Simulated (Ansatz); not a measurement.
The system is TiO2.

```
CELL_PARAMETERS angstrom
6.15358 -1.88347 0.00000
6.15358 1.88347 0.00000
-1.92833 0.00000 6.32897
ATOMIC_POSITIONS crystal
Ti 0.90007 0.90007 0.28960
Ti 0.19529 0.19529 0.28376
Ti 0.09993 0.09993 0.71040
Ti 0.80471 0.80471 0.71624
O 0.36193 0.36193 0.29340
O 0.26349 0.26349 0.65250
O 0.86719 0.86719 0.99529
O 0.73651 0.73651 0.34750
O 0.94165 0.94165 0.63002
O 0.13281 0.13281 0.00471
O 0.63807 0.63807 0.70660
O 0.05835 0.05835 0.36998
```

The cell comes from a database or a generator and needn't be the stable form of this composition.

| Item | Value |
| --- | --- |
| Program | Ansatz 0.2.0 |
| Task | relaxation of cell and atoms |
| Functional | PBEsol |
| Potentials or basis | Ansatz PAW |
| Cutoff | 420 eV (not typed: the program's choice for these potentials) |
| k mesh | 6 × 6 × 3 |
| Occupations | fermi-dirac, width 0.05 eV |
| Spin | no spin polarisation |

At the start: volume 12.23 Å³/atom.

Problem. Where does the relaxation end?

Solution. It ends after 9 steps and the volume is 11.81 Å³/atom (-3.4 %); space group C2/m (No. 12, to 0.05 Å).

Step by step:
```tsv
step	energy change (eV)	largest force (eV/Å)	volume (Å³)
1	0.0000	0.1533	146.71
2	-0.1139	0.0499	143.06
3	-0.1267	0.0419	141.79
4	-0.1266	0.0308	141.85
5	-0.1267	0.0072	141.89
6	-0.1268	0.0017	141.88
7	-0.1092	0.0019	141.88
8	-0.1100	0.0013	141.72
9	-0.1094	0.0013	141.72
```

Final structure:
```xyz
12
Lattice="6.0799 -1.8651 0.0002 6.0799 1.8651 0.0002 -1.9050 0.0000 6.2489" Properties=species:S:1:pos:R:3 pbc="T T T"
Ti   10.3772    0.0000    1.8219
Ti    1.8317    0.0000    1.7726
Ti   -0.1225    0.0000    4.4274
Ti    8.4230    0.0000    4.4767
O     3.8372    0.0000    1.8432
O     1.9659    0.0000    4.0732
O     8.6340    0.0000    6.2277
O     8.2888    0.0000    2.1762
O    10.2506    0.0000    3.9380
O     1.6208    0.0000    0.0216
O     6.4175    0.0000    4.4062
O     0.0041    0.0000    2.3114
```

Caveat: the plane-wave basis is chosen anew once the cell has moved, so the energies of steps on either side of that aren't comparable; the pressure holds a Pulay correction of +0.7 GPa for the finite cutoff; the PAW data sets come from PBE, with cores solved anew for the run's functional, which leaves a small shift of forces and pressure.
